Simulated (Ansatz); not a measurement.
Calculation for Pd (diamond type): DFT, PBE, PAW with Ansatz's default frozen-core files, scalar-relativistic (Ansatz 0.2.0). This run: diamond relaxed under pressure.

The start is a guessed cell of a prototype that needn't be stable.

Command: `ansatz run input.yaml --threads 1 --pin off --max-ram 3584MiB --backend cpu --events-out ev --progress --plain --runs-dir out` It took 30 s on 1 thread of Intel(R) Xeon(R) Platinum 8488C (Sapphire Rapids) (shared host), peak memory 0.43 GiB.

```yaml
crystal:
  lattice:
    - [0.0, 2.5559735671, 2.5559735671]
    - [2.5559735671, 0.0, 2.5559735671]
    - [2.5559735671, 2.5559735671, 0.0]
  atoms:
    - { symbol: Pd, position: [-0.125, -0.125, -0.125] }
    - { symbol: Pd, position: [0.125, 0.125, 0.125] }
kpoints:
  mp_grid: { grid: [13, 13, 13] }
scf:
  occupations: { method: fermi_dirac, width: 0.08 }
hamiltonian:
  xc: pbe
  pseudopotentials: { kind: paw }
output:
  forces: true
  stress: true
  eigenvalues: true
  write_density: true
  write_potential: true
  elf: true
  volumetric_format: npy
relax:
  f_tol: 0.005
  max_steps: 40
  cell: { p_target: 22.0, stress_tol: 0.03 }
```

Output:

```
Engine: ansatz 0.2.0
Pseudopotentials: kind: paw
Pseudopotential: Pd, paw, valence charge 18, recommended cutoff 420 eV (normal), Pd.paw.azcp
Functional definition: PBE
  parameter kappa = 0.804
  parameter beta = 0.06672455060314922
  exchange = pbe_x(kappa = kappa, mu = beta*pi^2/3)
  correlation = pbe_c(beta = beta)
Crystal: 2 atoms, lattice volume = 33.396 Å³
Basis set: ecut = 420 eV, 645 PW (Γ), exchange–correlation on 50×50×50 points (8 copies of the dense FFT grid, shifted against one another)
Bands: 22, of which v1, the nominal top of the filled ones, is band 18 counted from 1 (17 counted from 0)
Symmetry: 48 space group operations
Space group: Fd-3m (ITA 227), of the structure as read, at distance tolerance 3.2e-5 Å
k-points: 84 of 2197
Non-local potential: Pd, projectors of the file, l = 0: 2, l = 1: 2, l = 2: 2, l = 3: 1
PAW form: soft (Blöchl's): semilocal exchange-correlation on the pseudo side does not see the compensation charge
PAW one-centre angular grid: Pd, 590 points (default); XC on 64 Gauss nodes
Initial density: superposition of atomic densities (neutral atoms: chi_scale 0, normalization atom), corrected by the library's trained network
Initial wavefunctions: pseudopotential atomic-orbital guess
Functional: x = pbe(κ = 0.804, μ = 0.2195149727645171), c = pbe(β = 0.06672455060314922)
SCF iter   1: F=—  HF=-13941.153821 eV  |F-HF|=—  |Δ(HF+E_count)|=         —  Δρ=1.58e-2  dr2=1.50e-2  ethr=1.77e-3  ⟨swp⟩=5.4  Hψ=8641  notcnv=0
preconditioner: auto → LDOS  [metal: Δε(μ)=0.016 eV  Ē_g=8.997 eV  σ=0.080 eV  W_gap=0.05  n_scr=14 (ndim 8)  ℏωp=28.7 eV  f_vac=0.011  D(μ)=4.63/eV (n_scr^D=64)  β→1.0]
SCF iter   2: F=—  HF=-13941.153049 eV  |F-HF|=—  |Δ(HF+E_count)|=   7.71e-4  Δρ=4.12e-3  dr2=4.31e-3  ethr=4.17e-5  ⟨swp⟩=2.0  Hψ=3592  notcnv=0
preconditioner: auto → Kerker (q_TF=auto, 2.763 Å⁻¹)  [metal: Δε(μ)=0.006 eV  Ē_g=8.972 eV  σ=0.080 eV  W_gap=0.02  n_scr=14 (ndim 8)  ℏωp=28.7 eV  f_vac=0.003  D(μ)=4.66/eV (n_scr^D=64)  β→0.5]
SCF iter   3: F=—  HF=-13941.151896 eV  |F-HF|=—  |Δ(HF+E_count)|=   1.15e-3  Δρ=1.14e-3  dr2=1.10e-4  ethr=1.20e-5  ⟨swp⟩=2.3  Hψ=3022  notcnv=0
SCF iter   4: F=—  HF=-13941.151955 eV  |F-HF|=—  |Δ(HF+E_count)|=   5.86e-5  Δρ=2.17e-4  dr2=8.07e-6  ethr=3.05e-7  ⟨swp⟩=2.6  Hψ=2985  notcnv=0
SCF iter   5: F=—  HF=-13941.151999 eV  |F-HF|=—  |Δ(HF+E_count)|=   4.42e-5  Δρ=3.33e-5  dr2=2.78e-7  ethr=2.24e-8  ⟨swp⟩=2.0  Hψ=2681  notcnv=0
SCF iter   6: F=-13941.152000 eV  HF=-13941.152000 eV  |F-HF|=1.99e-8  |Δ(HF+E_count)|=   6.15e-7  Δρ=1.24e-5  dr2=7.01e-8  ethr=2.78e-10  ⟨swp⟩=8.6  Hψ=11971  notcnv=0
SCF 1 converged in 6 iterations: F = -13941.152000 eV  dr2 = 7.01e-8
  greatest PAW one-centre occupation: 1.000 electrons in one spin orbital (limit 2), on the Pd atom at site 1 (counted from 0), in its partial waves of l = 0
relax step   1: F+E_penalty+E_count = -13941.15199978 eV  Δ(F+E_penalty+E_count) = +0.000e0 eV  max|allowed force component| = 3.701e-17 eV/Å  Δτ_max = 0.0000 Å  P = +71.089 GPa  Ω = 33.396 Å³  (6 SCF iters, dr2 threshold 1.00e-7 eV, accepted)
Crystal: 2 atoms, lattice volume = 38.523 Å³
Basis set: ecut = 420 eV, 749 PW (Γ), exchange–correlation on 50×50×50 points (8 copies of the dense FFT grid, shifted against one another)
Initial density: handed on by an earlier stage of this run
Initial wavefunctions: those handed on with the density
iter 1 solved again at ethr=1.97e-4 eV; its pass at ethr=3.10e-3 eV (dr2=7.09e-2 eV) is discarded
SCF iter   1: F=—  HF=-13942.717656 eV  |F-HF|=—  |Δ(HF+E_count)|=         —  Δρ=1.23e-2  dr2=7.15e-2  ethr=1.97e-4  ⟨swp⟩=1.0  Hψ=9835  notcnv=0
preconditioner: auto → Kerker (q_TF=auto, 2.698 Å⁻¹)  [metal: Δε(μ)=0.004 eV  Ē_g=8.025 eV  σ=0.080 eV  W_gap=0.01  n_scr=14 (ndim 8)  ℏωp=26.8 eV  f_vac=0.008  D(μ)=5.39/eV (n_scr^D=64)]
SCF iter   2: F=—  HF=-13942.708651 eV  |F-HF|=—  |Δ(HF+E_count)|=   9.01e-3  Δρ=8.08e-3  dr2=3.59e-2  ethr=1.97e-4  ⟨swp⟩=1.0  Hψ=1848  notcnv=0
SCF iter   3: F=—  HF=-13942.699727 eV  |F-HF|=—  |Δ(HF+E_count)|=   8.92e-3  Δρ=1.73e-3  dr2=1.27e-3  ethr=9.97e-5  ⟨swp⟩=2.2  Hψ=2582  notcnv=0
SCF iter   4: F=—  HF=-13942.700256 eV  |F-HF|=—  |Δ(HF+E_count)|=   5.29e-4  Δρ=3.54e-4  dr2=4.51e-5  ethr=3.54e-6  ⟨swp⟩=2.3  Hψ=2608  notcnv=0
SCF iter   5: F=—  HF=-13942.700324 eV  |F-HF|=—  |Δ(HF+E_count)|=   6.78e-5  Δρ=1.28e-4  dr2=5.09e-6  ethr=1.25e-7  ⟨swp⟩=2.0  Hψ=2700  notcnv=0
SCF iter   6: F=—  HF=-13942.700330 eV  |F-HF|=—  |Δ(HF+E_count)|=   5.59e-6  Δρ=4.02e-5  dr2=3.99e-7  ethr=1.41e-8  ⟨swp⟩=2.0  Hψ=2739  notcnv=0
SCF iter   7: F=-13942.700330 eV  HF=-13942.700330 eV  |F-HF|=2.61e-8  |Δ(HF+E_count)|=   7.95e-7  Δρ=6.05e-6  dr2=8.28e-9  ethr=5.56e-10  ⟨swp⟩=9.0  Hψ=12138  notcnv=0
SCF 2 converged in 7 iterations: F = -13942.700330 eV  dr2 = 8.28e-9
  greatest PAW one-centre occupation: 0.999 electrons in one spin orbital (limit 2), on the Pd atom at site 1 (counted from 0), in its partial waves of l = 0
relax step   2: F+E_penalty+E_count = -13942.70033042 eV  Δ(F+E_penalty+E_count) = -1.548e0 eV  max|allowed force component| = 1.665e-16 eV/Å  Δτ_max = 0.0000 Å  P = +30.584 GPa  Ω = 38.523 Å³  energy of the carried Pulay correction = -3.309e-3 eV  (7 SCF iters, dr2 threshold 2.00e-7 eV, accepted)
Crystal: 2 atoms, lattice volume = 39.816 Å³
iter 1 solved again at ethr=1.08e-5 eV; its pass at ethr=3.10e-3 eV (dr2=3.89e-3 eV) is discarded
SCF iter   1: F=—  HF=-13942.920319 eV  |F-HF|=—  |Δ(HF+E_count)|=         —  Δρ=2.99e-3  dr2=4.64e-3  ethr=1.08e-5  ⟨swp⟩=1.1  Hψ=9290  notcnv=0
preconditioner: auto → LDOS  [metal: Δε(μ)=0.005 eV  Ē_g=7.756 eV  σ=0.080 eV  W_gap=0.02  n_scr=14 (ndim 8)  ℏωp=26.3 eV  f_vac=0.030  D(μ)=5.55/eV (n_scr^D=64)  β→1.0]
SCF iter   2: F=—  HF=-13942.919147 eV  |F-HF|=—  |Δ(HF+E_count)|=   1.17e-3  Δρ=9.28e-4  dr2=2.06e-4  ethr=1.08e-5  ⟨swp⟩=2.0  Hψ=2659  notcnv=0
SCF iter   3: F=—  HF=-13942.919270 eV  |F-HF|=—  |Δ(HF+E_count)|=   1.24e-4  Δρ=7.79e-4  dr2=2.24e-4  ethr=5.73e-7  ⟨swp⟩=2.0  Hψ=3408  notcnv=0
SCF iter   4: F=—  HF=-13942.919210 eV  |F-HF|=—  |Δ(HF+E_count)|=   6.04e-5  Δρ=7.54e-5  dr2=1.56e-6  ethr=5.73e-7  ⟨swp⟩=2.0  Hψ=2723  notcnv=0
[... lines left out ...]
iter 1 solved again at ethr=6.89e-8 eV; its pass at ethr=3.10e-3 eV (dr2=2.48e-5 eV) is discarded
SCF iter   1: F=—  HF=-13942.992886 eV  |F-HF|=—  |Δ(HF+E_count)|=         —  Δρ=4.53e-6  dr2=7.45e-9  ethr=6.89e-8  ⟨swp⟩=2.8  Hψ=12559  notcnv=0
SCF iter   2: F=—  HF=-13942.992887 eV  |F-HF|=—  |Δ(HF+E_count)|=   1.12e-6  Δρ=1.90e-6  dr2=9.02e-10  ethr=2.07e-11  ⟨swp⟩=2.5  Hψ=3492  notcnv=0
SCF iter   3: F=—  HF=-13942.992887 eV  |F-HF|=—  |Δ(HF+E_count)|=  2.51e-10  Δρ=1.32e-6  dr2=6.76e-10  ethr=2.51e-12  ⟨swp⟩=2.1  Hψ=3371  notcnv=0
SCF iter   4: F=—  HF=-13942.992887 eV  |F-HF|=—  |Δ(HF+E_count)|=  1.55e-10  Δρ=1.62e-7  dr2=1.23e-11  ethr=1.88e-12  ⟨swp⟩=2.0  Hψ=2666  notcnv=0
SCF iter   5: F=-13942.992887 eV  HF=-13942.992887 eV  |F-HF|=1.82e-12  |Δ(HF+E_count)|=  3.64e-12  Δρ=1.23e-8  dr2=7.08e-14  ethr=1.00e-12  ⟨swp⟩=5.1  Hψ=7543  notcnv=0
SCF 8 converged in 5 iterations: F = -13942.992887 eV  dr2 = 7.08e-14
relax step   8: F+E_penalty+E_count = -13942.99288724 eV  Δ(F+E_penalty+E_count) = -2.421e-5 eV  max|allowed force component| = 1.342e-16 eV/Å  Δτ_max = 0.0000 Å  P = +22.008 GPa  Ω = 40.301 Å³  stress off target by 7.76e-3 GPa  SCF on the basis re-selected at this cell (its energy is not comparable with the rows above)  (5 SCF iters)
basis re-selected at this cell: Δ(F+E_penalty+E_count) = -2.421e-5 eV, ΔP = -0.001 GPa vs the last step (what re-selecting the basis moved, of the pressure what is left beyond the Pulay correction that the steps carried, after the strain that the cell walked since its last selection, with what the two solves' SCF thresholds leave and, on support functions, any second-order correction that the steps lacked; it is no measure of the basis error at this ecutwfc). This SCF's stress stands 7.76e-3 GPa from its target on what of the cell is left free (relax.cell.stress_tol is 3.00e-2 GPa) and its largest allowed force component is 1.34e-16 eV/Å (relax.f_tol is 5.00e-3 eV/Å): within both
SCF converged after 5 iterations
Free energy (F): -13942.992887 eV
Harris-Foulkes:  -13942.992887 eV  (|F-HF|=1.82e-12)
Internal energy: -13942.881959 eV  (E = F + TS)
E sigma→0 (E₀):  -13942.937423 eV
Entropy (-TS):   -0.110928 eV (-55.464 meV/atom)
Fermi energy:    13.464397 eV
--- Per-component energies (eV) ---
  E_band       = -514.122010
  E_kinetic    = 1033.417814
  E_local      = -5011.066532  (includes V_loc(G=0)·N_el)
  E_nonlocal   = 435.631184
  E_hartree    = 2056.489731
  E_xc         = -337.231811
  E_vxc        = -422.953264  (∫ρ·V_xc dr)
  E_paw        = -7502.299509  (= ΣΔE_a)
  E_vpaw       = -662.131083  (= ΣTr[D̂ρ^β])
  E_aug_tail   = 0.000427  (compensation charges beyond the density's cutoff)
  E_ewald      = -4617.823264
  E_smearing   = -0.110928  (= −TS)
  E_closure    = -0.000000  (closes the sum)
  Σ components = -13942.992887   (vs F -13942.992887, Δ=0.00e0)
--- Forces (eV/Å), atoms counted from 1 ---
  atom   1  Pd    -0.00000000    -0.00000000    -0.00000000
  atom   2  Pd     0.00000000     0.00000000     0.00000000
  max |Σ_I F_I| component: 3.70e-17 eV/Å
--- Stress (GPa, compression-positive) ---
       22.007758      -0.000000       0.000000
       -0.000000      22.007758       0.000000
        0.000000       0.000000      22.007758
  P = ⅓ Tr σ = 22.0078 GPa (220.078 kbar)
--- Band table (eV; the first three rows and the last of 84) ---
  k-point 0: bands = ["-71.1257", "-70.8703", "-37.0239", "-37.0239", "-37.0239", "-36.4986", "-36.4986", "-36.4986", "7.9083", "9.0686", "9.0686", "9.3445", "9.3445", "9.3445", "11.7177", "11.7177", "11.7177", "13.2960", "13.2960", "26.4885", "26.4885", "26.4885"]
  k-point 1: bands = ["-71.1229", "-70.8731", "-37.0273", "-37.0273", "-37.0228", "-36.5002", "-36.4953", "-36.4953", "8.0094", "8.9985", "8.9985", "9.3458", "9.4440", "9.4440", "11.6691", "11.7041", "11.7041", "13.2970", "13.2970", "24.5101", "25.8618", "25.8618"]
  k-point 2: bands = ["-71.1150", "-70.8812", "-37.0363", "-37.0363", "-37.0194", "-36.5044", "-36.4861", "-36.4861", "8.2945", "8.9127", "8.9127", "9.3607", "9.6001", "9.6001", "11.5470", "11.6849", "11.6849", "13.2938", "13.2938", "22.3694", "25.0747", "25.0747"]
  k-point 83: bands = ["-71.0100", "-70.9870", "-37.1344", "-37.1255", "-36.7956", "-36.7313", "-36.3967", "-36.3885", "8.4855", "8.5123", "9.7078", "9.8988", "10.3945", "10.7005", "10.9469", "11.2066", "13.5681", "13.5775", "15.4367", "16.3362", "16.9594", "17.6654"]
--- Relaxed structure (6 steps of the walk, 6 accepted, 2 SCFs on fresh bases) ---
  F+E_penalty+E_count = -13942.99288724 eV   max|allowed force component| = 1.342e-16 eV/Å   (the final SCF, on the basis selected at the relaxed cell)
  cell:  # Å, volume = 40.3005 Å³
    - [4.601770825410005e-34, 2.721198361690403, 2.721198361690403]
    - [2.721198361690403, -8.017262391210328e-34, 2.721198361690403]
    - [2.721198361690403, 2.721198361690403, 3.1925690393611424e-34]
  atoms:
    - { symbol: Pd, position: [-0.125, -0.125, -0.125] }
    - { symbol: Pd, position: [0.125, 0.125, 0.125] }
```
